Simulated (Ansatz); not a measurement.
## ZrN under strains and displacements

These are results of Ansatz, DFT PBE, scalar-relativistic, plane waves, PAW, not measurements.

Cutoff 420 eV; k points 16×16×16 on the computed 2-atom cell (Γ-centred); Gaussian smearing, width 0.10 eV; no spin polarisation.

Reference cell:

```
Zr N
1.0
     0.00000    2.28423    2.28423
     2.28423    0.00000    2.28423
     2.28423    2.28423    0.00000
Zr N
1 1
Direct
  0.00000 0.00000 0.00000
  0.50000 0.50000 0.50000
```

Each variant moves atoms of this cell by the vectors given, if any (Å), and then applies a symmetric strain (tensor components, Cartesian axes). The reference cell isn't relaxed at this level. Energies are per atom at zero smearing, counted from the lowest variant. Pressure is positive in compression.

1. strain (xx yy zz yz xz xy, %) 3.88 3.88 3.88 0.00 0.00 0.00
2. strain (xx yy zz yz xz xy, %) -1.80 -1.80 -1.80 0.00 0.00 0.00
3. strain (xx yy zz yz xz xy, %) 4.10 4.10 4.10 0.00 0.00 0.00
4. strain (xx yy zz yz xz xy, %) -3.40 -3.40 -3.40 0.00 0.00 0.00

```
variant  ΔE (meV/atom) P (GPa) space group
      1           31.5   -19.60        Fm-3m
      2            0.0    20.80        Fm-3m
      3           42.2   -20.60        Fm-3m
      4          100.7    39.13        Fm-3m
```